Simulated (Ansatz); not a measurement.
# Tetragonal deformation path in NaF

Level of theory: DFT r2SCAN, scalar-relativistic, plane waves, PAW (Ansatz 0.2.0). Settings: plane waves to 500 eV, k-mesh 10×10×10 (Γ-centred), Gaussian smearing 0.05 eV. No spin polarisation. Energies are free energies at this smearing, counted from the undisturbed cell; pressure is positive in compression.

Reference structure (as given, not relaxed at this level; it stands at -1.7 GPa):

```xyz
2
Lattice="0.0000 2.3233 2.3233 2.3233 0.0000 2.3233 2.3233 2.3233 0.0000" Properties=species:S:1:pos:R:3 pbc="T T T"
Na    0.0000    0.0000    0.0000
F     2.3233    2.3233    2.3233
```

At fixed volume and fractional coordinates, lengths along (0.000, 0.000, 1.000) are scaled against those across it; ρ is that ratio over its starting value.

```
    ρ  ΔE (meV/atom) pressure (GPa) gap on the mesh (eV)
0.650          885.2               ?                     ?
0.707          476.1            19.6                  6.52
0.780              ?               ?                  6.87
0.850              ?             2.1                     ?
0.920           16.4            -0.8                  7.07
0.960            3.7            -1.5                  7.08
1.000            0.0            -1.7                  7.09
1.050            4.7            -1.4                  7.08
1.100           17.0            -0.6                  7.07
1.200           58.5             2.1                  7.00
1.300              ?               ?                  6.90
1.414          207.6            11.2                  6.76
1.500          290.1            15.7                  6.62
```

**Question.** Give the withheld values.

**Answer.** pressure (GPa) at ρ = 0.650: 34.6; gap on the mesh (eV) at ρ = 0.650: 6.01; ΔE (meV/atom) at ρ = 0.780: 198.3; pressure (GPa) at ρ = 0.780: 8.1; ΔE (meV/atom) at ρ = 0.850: 71.6; gap on the mesh (eV) at ρ = 0.850: 7.02; ΔE (meV/atom) at ρ = 1.300: 118.4; pressure (GPa) at ρ = 1.300: 5.9.